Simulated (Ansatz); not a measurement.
Crystal: Pb.

```
Pb
1.0
     0.00000    2.47502    2.47502
     2.47502    0.00000    2.47502
     2.47502    2.47502    0.00000
Pb
1
Direct
  0.00000 0.00000 0.00000
```

```yaml
Program: Ansatz 0.2.0
Task: relaxation of cell and atoms
Functional: PBEsol
Dispersion: D4
Potentials_or_basis: Ansatz PAW
Cutoff: "420 eV (not typed: the program's choice for these potentials)"
k_mesh: 9 × 9 × 9
Occupations: fermi-dirac, width 0.05 eV
Spin: no spin polarisation
```

At the start: volume 30.32 Å³/atom.

Question: How do energy, volume and symmetry change on relaxing?

Answer: It ends after 4 steps and the volume is 29.16 Å³/atom (-3.8 %); space group Fm-3m (No. 225, to 0.05 Å).

The path:
| step | energy change (eV) | largest force (eV/Å) | volume (Å³) |
| --- | --- | --- | --- |
| 1 | 0.0000 | 0.0000 | 30.32 |
| 2 | -0.0075 | 0.0000 | 29.01 |
| 3 | -0.0076 | 0.0000 | 29.16 |
| 4 | -0.0074 | 0.0000 | 29.16 |

Final structure:
```
Pb
1.0
     0.00000    2.44286    2.44286
     2.44286    0.00000    2.44286
     2.44286    2.44286    0.00000
Pb
1
Direct
  0.00000 0.00000 0.00000
```

The cell as given is a measured one (30.32 Å³/atom); PBEsol+D4 puts the equilibrium volume -3.8 % from it, thermal expansion not counted.

Caveat: the plane-wave basis is chosen anew once the cell has moved, so the energies of steps on either side of that aren't comparable; pairwise dispersion overbinds metals, which lowers pressure and volume; the PAW data sets come from PBE, with cores solved anew for the run's functional, which leaves a small shift of forces and pressure.
